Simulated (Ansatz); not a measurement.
A film clamped to a substrate in Al$_{3}$Cu$_{2}$

Theory: DFT PBEsol, scalar-relativistic, plane waves, PAW (Ansatz 0.2.0). Settings: plane waves to 420 eV, k-mesh 12×12×10 (Γ-centred), Gaussian smearing 0.15 eV. No spin polarisation. Energies are free energies at this smearing, counted from the undisturbed cell; pressure is positive in compression.

The undisturbed cell (relaxed at this level; it needn't be the usual structure):

```xyz
5
Lattice="4.0986 0.0000 0.0000 -2.0493 3.5495 0.0000 0.0000 0.0000 4.9821" Properties=species:S:1:pos:R:3 pbc="T T T"
Al    0.0000    0.0000    0.0000
Al    0.0000    2.3663    1.7512
Al    2.0493    1.1832    3.2309
Cu    0.0000    2.3663    4.1964
Cu    2.0493    1.1832    0.7857
```

The cell (5 atoms, V0 = 72.48 Å³) is strained by p along both x and y and by q along z, fractional coordinates fixed. τp = (1/V0) ∂E/∂p = (σxx + σyy)(1 + p)(1 + q) and τq = (1/V0) ∂E/∂q = σzz(1 + p)², with tension positive.

| p | q | ΔE (meV/atom) | τp (GPa) | τq (GPa) |
| --- | --- | --- | --- | --- |
| 0.000 | 0.000 | 0.00 | 0.19 | -0.15 |
| -0.040 | 0.000 | 47.11 | -27.87 | -4.66 |
| 0.040 | 0.000 | 36.79 | 18.62 | 3.42 |
| 0.000 | -0.040 | 21.72 | -4.02 | -12.58 |
| 0.000 | 0.040 | 15.03 | 3.77 | 7.78 |

Q: Get the second derivatives of the energy density.

A: Central differences give A = ∂τp/∂p = 581 GPa (C11 + C22 + 2 C12), C = ∂τq/∂q = 255 GPa (C33) and the cross term B = ∂τq/∂p = 101 GPa (C13 + C23); ∂τp/∂q = 97 GPa must equal B, and any difference shows higher-order terms. Steps this large leave an error of some per cent of A or C in all of these, which can swamp a small B. The ions are clamped.

Q: A film of this crystal grows with z along the normal on a substrate that imposes p. How does its thickness respond, and what does the misfit cost?

A: Count p and q from the stress-free cell. A free surface needs τq = 0, so q = −(B/C) p = -0.40 p. The energy density left is (A − B²/C) p²/2 = M p², with the biaxial modulus M = 271 GPa; a misfit of 1 % costs 2.45 meV/atom, against 2.63 meV/atom if the thickness were held.

At p = 0.080 the energies along q are 161.1 (q = -0.080), 125.5 (q = 0.000), 219.5 (q = 0.080) meV/atom.

Q: Does the linear rule hold at this misfit?

A: A parabola through the lowest point and its neighbours has its minimum at q = -0.018, 122.2 meV/atom. With the stress left in the starting cell, τp0 and τq0, linear elasticity gives q = −(τq0 + Bp)/C = -0.031 and E = V0(τp0 p + τq0 q + Ap²/2 + Bpq + Cq²/2)/N = 158.5 meV/atom. The energies differ by more than a tenth, so the quadratic law fails here: the gap holds the anharmonic part, with some error from the wide steps. Cubic terms also shift the vertex of so wide a parabola.

Forces appear on the atoms along this scan, and letting them relax would lower the energy and soften the response. In a metal these slopes depend on the k mesh and the smearing.

Compression costs more than equal extension both in the plane and along the normal, as expected when overlap repulsion between ion cores and their electron clouds steepens at short distance while cohesion weakens gradually on stretching. This asymmetry explains why the quadratic law overestimates the energy of the film at p = 0.080. Even with the thickness held, the computed 125.5 meV/atom lies well below the harmonic 158.5, so the failure doesn't depend on the fitted minimum.

The thickness is a different matter. Since contraction along z is the steeper side, a parabola through such widely spaced points probably places its minimum too close to q = 0. The gap between -0.018 and -0.031 is therefore no clear evidence that the linear rule for the thickness fails.

The modest cross term means that thinning recovers little of the misfit energy at small strain; most of it stays in the in-plane deformation. For a large compressive misfit, the same asymmetry suggests that the quadratic law would underestimate the cost.
